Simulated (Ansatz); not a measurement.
## Au under changes of volume

One of the cells (18.207 Å³/atom); the others are scaled copies at fixed shape and fractional positions:

```xyz
1
Lattice="-1.6573 1.6573 1.6573 1.6573 -1.6573 1.6573 1.6573 1.6573 -1.6573" Properties=species:S:1:pos:R:3 pbc="T T T"
Au    0.0000    0.0000    0.0000
```

This isn't the form of Au at room conditions, which is fcc.

```yaml
Program: Ansatz 0.2.0
Functional: r2SCAN
Potentials_or_basis: Ansatz PAW
Cutoff: "500 eV (not typed: the program's choice for these potentials)"
k_mesh: 11 × 11 × 11
Occupations: fermi-dirac, width 0.05 eV
Spin: no spin polarisation
```

```tsv
volume (Å³/atom)	energy over the lowest point (meV/atom)	pressure (GPa)
17.115	7.80	5.1
17.479	0.20	1.6
17.843	0.00	-1.5
18.207	6.34	-4.1
18.571	?	?
18.935	35.44	-8.5
19.299	56.81	-10.3
```

Question: What does the run at 18.571 Å³/atom give?

Answer: Energy over the lowest point 18.42 meV/atom; pressure -6.5 GPa.

Worked out: A Birch-Murnaghan fit of order 3 (a polynomial in V^(-2/3)) to the other rows has its minimum at 17.67 Å³/atom with B0 = V·E''(V) = 148 GPa and B' = 5.4. It gives 18.39 meV/atom at 18.571 Å³/atom, against the run's 18.42, and -dE/dV = -6.4 GPa, against -6.5.

Energies are extrapolated to zero smearing.

Caveats: the PAW data sets come from PBE, with cores solved anew for the run's functional, which leaves a small shift of forces and pressure.
